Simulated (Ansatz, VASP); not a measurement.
# Cross-check of SbAs between VASP and Ansatz, part 2 of 2

One calculation is typed for both programs; each brings its own data sets and cutoff. How far apart do they land? The cell is taken from a series of VASP runs on this material, whose earlier steps may have relaxed, scaled or displaced it; both programs get it as it stands.

VASP 6.6.1 and Ansatz 0.2.0.

So far. Step 4 (Comparison): The walks stopped with 0.02 GPa left in Ansatz and 0.00 GPa in VASP; each walk ends within a tolerance, so the volume difference is uncertain by about these residues over the bulk modulus, most in soft cells.

## Step 5: VASP: relaxation of cell and atoms, PBEsol, spin-orbit coupling

Level of this step: PBEsol, spin-orbit coupling; plane waves and PAW (Sb, As) (VASP).

The relaxed volume is the usual yardstick between codes: its relative difference is about their pressure difference at one cell divided by the bulk modulus. The cell compared in this pair holds 50.05 Å³, against 49.99 Å³ for the pair before.

The input, INCAR:

```
SYSTEM = SbAs
PREC = Accurate
ENCUT = 450
EDIFF = 1E-06
NELM = 100
ISMEAR = 1
SIGMA = 0.15
LREAL = .FALSE.
ALGO = Normal
GGA = PS
LNONCOLLINEAR = .TRUE.
MAGMOM = 0 0 0 0 0 0
NBANDS = 22
GGA_COMPAT = .FALSE.
LASPH = .TRUE.
LSORBIT = .TRUE.
LORBIT = 11
LWAVE = .FALSE.
LCHARG = .FALSE.
KPAR = 4
IBRION = 2
NSW = 50
ISIF = 3
EDIFFG = -0.004
```

The input, POSCAR:

```
SbAs
1.0
    2.0325892711      1.1735159629      3.4973708098
   -2.0325892711      1.1735159629      3.4973708098
    0.0000000000     -2.3470319255      3.4973708098
Sb As
1 1
Direct
    0.7658352751      0.7658352751      0.7658352751
    0.2341667249      0.2341667249      0.2341667249
```

The input, KPOINTS:

```
Automatic mesh
0
Gamma
10 10 10
0 0 0
```

PAW data sets: Sb and As (PBE family, release 64).

Run with:

```console
> mpirun -np 4 vasp_ncl
```

Numbers of over 12 decimals in the logs are rounded to 6 here.

The log of the run:

```text
[banner, memory and clock lines left out]
running    4 mpi-ranks, on    1 nodes
[...]
[... a notice as in an earlier step ...]

 LDA part: xc-table for (Slater+PW92), standard interpolation
 POSCAR, INCAR and KPOINTS ok, starting setup
[...]
entering main loop
       N       E                     dE             d eps       ncg     rms          rms(c)
DAV:   1     0.343274088770E+02    0.34327E+02   -0.32693E+03  9680   0.660E+02
DAV:   2    -0.716673356511E+01   -0.41494E+02   -0.39520E+02 12744   0.124E+02
DAV:   3    -0.981511735314E+01   -0.26484E+01   -0.26133E+01 12068   0.327E+01
DAV:   4    -0.983988096014E+01   -0.24764E-01   -0.24747E-01 11016   0.364E+00
[...]
DAV:   9    -0.977282213425E+01    0.17029E-03   -0.46974E-04 10880   0.123E-01    0.427E-02
DAV:  10    -0.977282464576E+01   -0.25115E-05   -0.69791E-05 10372   0.512E-02    0.255E-02
DAV:  11    -0.977282524180E+01   -0.59604E-06   -0.93515E-06 11150   0.211E-02
   1 F= -.97728252E+01 E0= -.97729408E+01  d E =-.977283E+01  mag=     0.0000     0.0000    -0.0000
[...]
reached required accuracy - stopping structural energy minimisation
```

From OUTCAR (step 5):

```text
  Total        0.0073885      0.0073885      0.0064224     -0.0000000      0.0000000      0.0000000
  in kB        0.2365011      0.2365011      0.2055765     -0.0000000      0.0000000      0.0000000
  external PRESSURE =       0.2261929 kB  Pullay stress =       0.0000000 kB

 POSITION                                       TOTAL-FORCE (eV/Angst)
 -----------------------------------------------------------------------------------
      0.00000      0.00000      8.03523         0.000000      0.000000      0.002809
      0.00000      0.00000      2.45690         0.000000     -0.000000     -0.002809
 -----------------------------------------------------------------------------------
    total drift:                               -0.000000      0.000000      0.000178

  FREE ENERGIE OF THE ION-ELECTRON SYSTEM (eV)
  ---------------------------------------------------
  free  energy   TOTEN  =        -9.7728252418 eV

  energy  without entropy=       -9.7731719718  energy(sigma->0) =       -9.77294082

 magnetization (x)
# of ion       s       p       d       tot
------------------------------------------
    1        0.000   0.000   0.000   0.000
    2       -0.000   0.000   0.000  -0.000
--------------------------------------------------
tot         -0.000   0.000   0.000  -0.000

 magnetization (y)
# of ion       s       p       d       tot
------------------------------------------
    1        0.000   0.000   0.000   0.000
    2        0.000  -0.000  -0.000  -0.000
--------------------------------------------------
tot          0.000  -0.000  -0.000  -0.000

 magnetization (z)
# of ion       s       p       d       tot
------------------------------------------
    1        0.000   0.000   0.000   0.000
    2        0.000   0.000   0.000   0.000
--------------------------------------------------
tot          0.000   0.000   0.000   0.000

[... 1 part as in an earlier step ...]

[... 3 further parts left out ...]
[key lines of the parts left out:]
E-fermi :   6.6309
```

## Step 6: Ansatz: relaxation of cell and atoms, PBEsol, spin-orbit coupling

The same cell, functional, mesh and smearing now go to Ansatz, which takes its cutoff from its data sets.

The cell is taken from a series of VASP runs on this material, whose earlier steps may have relaxed, scaled or displaced it; both programs get it as it stands.

The input, input.yaml:

```yaml
crystal:
  lattice:
    - [2.0325892711, 1.1735159629, 3.4973708098]
    - [-2.0325892711, 1.1735159629, 3.4973708098]
    - [0.0, -2.3470319255, 3.4973708098]
  atoms:
    - { symbol: Sb, position: [0.7658352751, 0.7658352751, 0.7658352751] }
    - { symbol: As, position: [0.2341667249, 0.2341667249, 0.2341667249] }
hamiltonian:
  xc: pbesol
  pseudopotentials: { kind: paw_fr }
magnetization:
  noncollinear: true
  spin_orbit: true
kpoints:
  mp_grid: { grid: [10, 10, 10] }
scf:
  occupations: { method: methfessel_paxton, width: 0.15 }
relax:
  f_tol: 0.01
  max_steps: 60
  cell: { stress_tol: 0.05 }
output:
  forces: true
  stress: true
```

Run with:

```console
> ansatz run input.yaml --threads 4 --pin off --max-ram 9216MiB --backend cpu --events-out ev --progress --plain --runs-dir out
```

The log of the run:

```text
[...]
non-collinear run that drives no moment, with spin-orbit: no starting moment large enough to seed its density (crystal.atoms[].spin), no starting occupations that ask for one, no magnetisation constraint and no magnetic field, so the semilocal B_xc is pinned to zero
Crystal: 2 atoms, lattice volume = 50.053 Å³
[...]
P = ⅓ Tr σ = 0.0156 GPa (0.156 kbar)
--- Relaxed structure (3 steps of the walk, 3 accepted, 1 SCFs on fresh bases) ---
[...]
cell:  # Å, volume = 50.0366 Å³
    - [2.030491, 1.172304, 3.503444]
    - [-2.030491, 1.172304, 3.503444]
    - [0, -2.344609, 3.503444]
  atoms:
    - { symbol: Sb, position: [0.766359, 0.766359, 0.766359] }
    - { symbol: As, position: [0.233643, 0.233643, 0.233643] }
[key lines of the parts left out:]
SCF converged after 6 iterations
Magnetization: |M| = 0.0000 μB,  M = (+0.0000, +0.0000, +0.0000) μB
Free energy (F): -11223.608200 eV
Fermi energy:    10.603764 eV
```

Elapsed: 29 s, on 4 threads of Arm Neoverse V2, shared host; peak memory 0.81 GiB.

## Step 7: Side by side

What differs besides the data sets and the points named for the pairs above, as far as they apply: spin-orbit coupling enters by fully relativistic files in Ansatz and inside the spheres in VASP; the data sets hold 30 valence electrons in Ansatz (fully relativistic PAW (standard-fr) files) and 10 in VASP. Total energies have different zeros and are not compared.

Compared:

```
                                         quantity  Ansatz   VASP  difference
                                      volume (Å³)   50.04  50.05     -0.03 %
edge a after relaxation, in the typed setting (Å)   4.216  4.212     +0.09 %
```

The walks stopped with 0.02 GPa left in Ansatz and 0.02 GPa in VASP; each walk ends within a tolerance, so the volume difference is uncertain by about these residues over the bulk modulus, most in soft cells.

## Step 8: What came out

| Item | Value |
| --- | --- |
| difference in edge a after relaxation, in the typed setting (relaxation of cell and atoms, PBEsol) | 0.093 % |
| difference in edge a after relaxation, in the typed setting (relaxation of cell and atoms, PBEsol, spin-orbit coupling) | 0.088 % |

What this shows: The difference in edge a after relaxation, in the typed setting is 0.093 % (relaxation of cell and atoms, PBEsol), within the 1.2 % picked in this series as the mark of a large difference, as far as the stopping tolerances let one tell. Such differences can come from data sets, numerical settings and the points named under the comparisons, not from the functional's error against experiment.

[Lines on the potential files, build, host, timing and source positions are cut from VASP's logs without a mark.]

[Logs are printed without paths, hosts, clocks, repeated set-up lines and the standing remarks that a program may print on its own settings, such as how far it seeks lower states.]

[Hosts, paths, dates, database ids (printed as entryN), source tags and the programs' standing remarks are cut or masked in the printed files.]
